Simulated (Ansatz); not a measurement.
**Rigid cleavage in InSe**

The calculation used DFT PBEsol, scalar-relativistic, plane waves, PAW in Ansatz 0.2.0. The runs took a 420 eV cutoff, a Γ-centred 10×10×2 mesh and Gaussian smearing (0.03 eV). No spin polarisation. Energies are free energies at this smearing, counted from the undisturbed cell; pressure is positive in compression.

The starting cell (as given, not relaxed at this level; it stands at 0.2 GPa):

```
In Se
1.0
    -2.00000   -3.46410    0.00000
     2.00000   -3.46410    0.00000
     0.00000    0.00000   24.95001
In Se
6 6
Direct
  0.00000 0.00000 0.77725
  0.33333 0.33333 0.11058
  0.66667 0.66667 0.44392
  0.00000 0.00000 0.88945
  0.33333 0.33333 0.22278
  0.66667 0.66667 0.55612
  0.00000 0.00000 0.39275
  0.33333 0.33333 0.72608
  0.66667 0.66667 0.05942
  0.00000 0.00000 0.60725
  0.33333 0.33333 0.94058
  0.66667 0.66667 0.27392
```

The cell holds layers and no dispersion correction was added, so their binding is poorly described.

The cut lies on the cell's a–b face, a (0 0 -1) plane (indices in the standard cell, whose axes needn't be the Cartesian ones shown) of area 13.86 Å², between layers 2.96 Å apart. Vector c is lengthened by d along the normal with the atoms' Cartesian places fixed: one unrelaxed cut a cell.

| d (Å) | energy (J/m²) |
| --- | --- |
| -0.30 | 0.04 |
| -0.15 | 0.01 |
| 0.00 | 0.00 |
| 0.25 | 0.00 |
| 0.50 | 0.01 |
| 0.75 | 0.02 |
| 1.00 | 0.03 |
| 1.50 | 0.04 |
| 2.00 | 0.04 |
| 3.00 | 0.05 |
| 4.50 | 0.05 |
| 6.00 | 0.05 |

Task: Predict the gap on the mesh (eV) at each point.

Result:
```tsv
d (Å)	gap on the mesh (eV)
-0.30	0.26
-0.15	0.27
0.00	0.30
0.25	0.35
0.50	0.42
0.75	0.48
1.00	0.54
1.50	0.63
2.00	0.69
3.00	0.74
4.50	0.77
6.00	0.78
```

Cost: 12 runs of about 10 core-minutes in all, on Intel Xeon 6975P-C (Granite Rapids) (shared hosts).